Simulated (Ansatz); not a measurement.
MoS2, 3 atoms in the cell. Symmetry: R3m, No. 160, trigonal system. The conventional cell has a = 3.163 Å, b = 3.163 Å, c = 18.370 Å, α = 90.00°, β = 90.00°, γ = 120.00°. Mo (site symmetry 3m) has 6 S at 2.36 Å as nearest neighbours. S (site symmetry 3m) has 3 Mo at 2.36 Å as nearest neighbours. S (site symmetry 3m) has 3 Mo at 2.36 Å as nearest neighbours. Measurements of this composition are mostly on another form, of space group No. 194.

```yaml
Program: Ansatz 0.2.0
Task: phonons
Functional: PBE
Potentials_or_basis: all-electron LAPW, scalar-relativistic
Cutoff: 268 eV (chosen from the basis error)
Basis_error_allowed: 0.002 eV/atom
k_mesh: 10 × 10 × 10
Occupations: fermi-dirac, width 0.05 eV
Spin: no spin polarisation
```

Potentials or basis: all-electron LAPW, scalar-relativistic.

Launch:

```console
$ ansatz run input.yaml --threads 2 --pin off --max-ram 6144MiB --backend cpu --events-out ev --progress --plain --runs-dir out
```

Hardware: 2 threads of Arm Neoverse V1, with other jobs on the host.

Q: How long does it take, and how much memory?

A: Run time: 9.7 min on 2 threads of Arm Neoverse V1, with other jobs on the host, peak memory 1 GiB. Counts: scf iterations 56, plane waves 539, k points 116, bands 35.
